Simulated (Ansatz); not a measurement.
Geometry optimisation in Ansatz: input, command and trajectory.

```yaml
crystal:
  lattice:
    - [3.2403181907, 0.0, 0.0]
    - [-1.6201590954, 2.8061978695, 0.0]
    - [0.0, 0.0, 27.8404877856]
  atoms:
    - { symbol: W, position: [0.6666666667, 0.3333333333, 0.6597254118] }
    - { symbol: W, position: [0.3333333333, 0.6666666667, 0.8840430837] }
    - { symbol: W, position: [0.3333333333, 0.6666666667, 0.4354095038] }
    - { symbol: S, position: [0.6666666667, 0.3333333333, 0.9391460537] }
    - { symbol: S, position: [0.6666666667, 0.3333333333, 0.4905533993] }
    - { symbol: S, position: [0.3333333333, 0.6666666667, 0.7148631995] }
    - { symbol: S, position: [0.6666666667, 0.3333333333, 0.8288991773] }
    - { symbol: S, position: [0.6666666667, 0.3333333333, 0.3803065262] }
    - { symbol: S, position: [0.3333333333, 0.6666666667, 0.6045876348] }
basis:
  ecutwfc: 420
kpoints:
  mp_grid: { grid: [12, 12, 1] }
hamiltonian:
  xc: pbesol
scf:
  occupations: { method: gaussian, width: 0.02 }
output:
  forces: true
  stress: true
  eigenvalues: true
  write_density: true
  write_potential: true
  elf: true
  volumetric_format: npy
relax:
  adjacent_minimum: "off"
  f_tol: 0.008
  max_steps: 40
  cell: { stress_tol: 0.015, fix: [a, b, gamma] }
```

```bash
ansatz run input.yaml --threads 2 --pin off --max-ram 5120MiB --backend cpu --events-out ev --progress --plain --runs-dir out
```

All numbers below come from DFT PBEsol, scalar-relativistic, plane waves, PAW (Ansatz 0.2.0).

Of 4 frames 3 are shown, positions in Å and forces in eV/Å; the SCF threshold varies from step to step. Steps run on the plane waves of an earlier cell, with a Pulay correction in the pressure. The basis is chosen afresh for the last frame, the zero of the energies, and at times for earlier ones too; energy and pressure step there, also at an unchanged geometry.

```xyz
9
Lattice="3.2403 0.0000 0.0000 -1.6202 2.8062 0.0000 0.0000 0.0000 27.8405" Properties=species:S:1:pos:R:3:forces:R:3 pbc="T T T" step=1 free_energy_over_end_meV_per_atom=0.02 pressure_GPa=-3.59
W     1.6202    0.9354   18.3671    0.0000    0.0000    0.0000
W     0.0000    1.8708   24.6122    0.0000    0.0000    0.0016
W     0.0000    1.8708   12.1220    0.0000    0.0000   -0.0016
S     1.6202    0.9354   26.1463    0.0000    0.0000   -0.0125
S     1.6202    0.9354   13.6572    0.0000    0.0000   -0.0164
S     0.0000    1.8708   19.9022    0.0000    0.0000   -0.0163
S     1.6202    0.9354   23.0769    0.0000    0.0000    0.0164
S     1.6202    0.9354   10.5879    0.0000    0.0000    0.0125
S     0.0000    1.8708   16.8320    0.0000    0.0000    0.0163
9
Lattice="3.2403 0.0000 0.0000 -1.6202 2.8062 0.0000 0.0000 0.0000 27.8858" Properties=species:S:1:pos:R:3:forces:R:3 pbc="T T T" step=2 free_energy_over_end_meV_per_atom=0.01 pressure_GPa=-3.51
W     1.6202    0.9354   18.3970    0.0000    0.0000    0.0000
W     0.0000    1.8708   24.6706    0.0000    0.0000   -0.0001
W     0.0000    1.8708   12.1234    0.0000    0.0000    0.0001
S     1.6202    0.9354   26.2035    0.0000    0.0000    0.0107
S     1.6202    0.9354   13.6575    0.0000    0.0000    0.0105
S     0.0000    1.8708   19.9307    0.0000    0.0000    0.0134
S     1.6202    0.9354   23.1365    0.0000    0.0000   -0.0105
S     1.6202    0.9354   10.5905    0.0000    0.0000   -0.0107
S     0.0000    1.8708   16.8633    0.0000    0.0000   -0.0134
9
Lattice="3.2403 0.0000 0.0000 -1.6202 2.8062 0.0000 0.0000 0.0000 27.8867" Properties=species:S:1:pos:R:3:forces:R:3 pbc="T T T" step=4 free_energy_over_end_meV_per_atom=0.00 pressure_GPa=-3.55
W     1.6202    0.9354   18.3976    0.0000    0.0000    0.0000
W     0.0000    1.8708   24.6717    0.0000    0.0000    0.0000
W     0.0000    1.8708   12.1235    0.0000    0.0000    0.0000
S     1.6202    0.9354   26.2051    0.0000    0.0000    0.0004
S     1.6202    0.9354   13.6581    0.0000    0.0000    0.0003
S     0.0000    1.8708   19.9320    0.0000    0.0000    0.0006
S     1.6202    0.9354   23.1371    0.0000    0.0000   -0.0003
S     1.6202    0.9354   10.5900    0.0000    0.0000   -0.0004
S     0.0000    1.8708   16.8632    0.0000    0.0000   -0.0006
```

The run took 49 s on 2 threads of Arm Neoverse V2, with other jobs on the host, peak memory 0.56 GiB.

Spin–orbit coupling is left out, which can shift energies with elements as heavy as these. The cell holds layers, and where no dispersion correction was added their binding is poorly described.